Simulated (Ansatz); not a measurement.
# ZnSe (F-43m): from strained cells to moduli

```
CELL_PARAMETERS angstrom
0.00000 2.81659 2.81659
2.81659 0.00000 2.81659
2.81659 2.81659 0.00000
ATOMIC_POSITIONS crystal
Zn 0.00000 0.00000 0.00000
Se 0.75000 0.75000 0.75000
```

Unless marked otherwise, the numbers come from PBEsol, all-electron LAPW in Ansatz 0.2.0, scalar-relativistic. k mesh 8×8×8, fixed occupations, basis error target 0.5 meV/atom. The cell was relaxed by PAW under this functional.

The cell is cubic and carries a residual pressure of 0.03 GPa at this level. Each strain component that symmetry leaves independent is applied at ±0.005, the ions relax wherever a strain frees them, and the stress (tension positive, GPa) is read. Shears are engineering strains, γ = 2ε.

| strain | size | σxx | σyy | σzz | σyz | σxz | σxy |
| --- | --- | --- | --- | --- | --- | --- | --- |
| xx | -0.005 | -0.4750 | -0.2969 | -0.2969 | 0.0000 | 0.0000 | 0.0000 |
| xx | +0.005 | 0.4173 | 0.2352 | 0.2352 | 0.0000 | 0.0000 | 0.0000 |
| yz | -0.005 | -0.0260 | -0.0266 | -0.0266 | -0.1984 | 0.0000 | 0.0000 |
| yz | +0.005 | -0.0260 | -0.0266 | -0.0266 | 0.1984 | 0.0000 | 0.0000 |

A central difference gives one constant, for example C11 ≈ (0.4173 − (-0.4750))/(0.01) = 89.2 GPa; the program then imposes the crystal's symmetry on the whole matrix.

(1) What are the independent elastic constants?

(2) Do they meet the Born conditions?

(3) What moduli does a random aggregate of grains have?

(4) With the density of 5.364 g/cm³, how fast does sound travel, and what Debye temperature follows?

(5) How far do the constants move if PAW replaces LAPW in the same cell?

(6) What happens at 30 GPa (cell relaxed there)?

Answers

(1) C11 = 89.2, C12 = 53.2, C44 = 39.7 GPa.

(2) C11 − C12 = 36.0, C11 + 2C12 = 195.6 and C44 = 39.7 GPa must all be positive, so the crystal is elastically stable; that says nothing yet of its phonons.

(3) B = (C11 + 2C12)/3 = 65.2 GPa. G_V = (C11 − C12 + 3C44)/5 = 31.0 and G_R = 5(C11 − C12)C44/(4C44 + 3(C11 − C12)) = 26.8, so G_H = 28.9 GPa. Then E = 9BG/(3B + G) = 75.5 GPa, ν = (3B − 2G)/(6B + 2G) = 0.307 and B/G = 2.26, on the ductile side of Pugh's 1.75 (a rule of thumb, made for metals; it doesn't predict ductility here).

(4) 

```tsv
direction	slow (m/s)	middle (m/s)	fast (m/s)
[100]	2720	2720	4079
[110]	1832	2720	4547
[111]	2169	2169	4693
```

The mean of v⁻³ over directions and branches gives v_m = 2568 m/s and θ_D = (ħ/k_B) v_m (6π²n)^(1/3) = 271 K, n being atoms per volume. Young's modulus spans 49 to 99 GPa over directions, and the universal anisotropy index is 0.79.

(5) 

```json
{"constant": "C11", "LAPW (GPa)": "89.2", "PAW (GPa)": "89.2", "difference": "0.0"}
{"constant": "C12", "LAPW (GPa)": "53.2", "PAW (GPa)": "53.2", "difference": "0.0"}
{"constant": "C44", "LAPW (GPa)": "39.7", "PAW (GPa)": "39.7", "difference": "0.0"}
```

(6) The volume falls to 0.7736 of its value, and C11 = 194.6, C12 = 179.8, C44 = 25.3 GPa (slopes of the stress), in this structure whether or not another phase takes over.

Keep in mind: constants at zero field, no piezoelectric stiffening; the frozen-core PAW files of the compared runs were fitted under PBE, their cores solved anew for this functional.
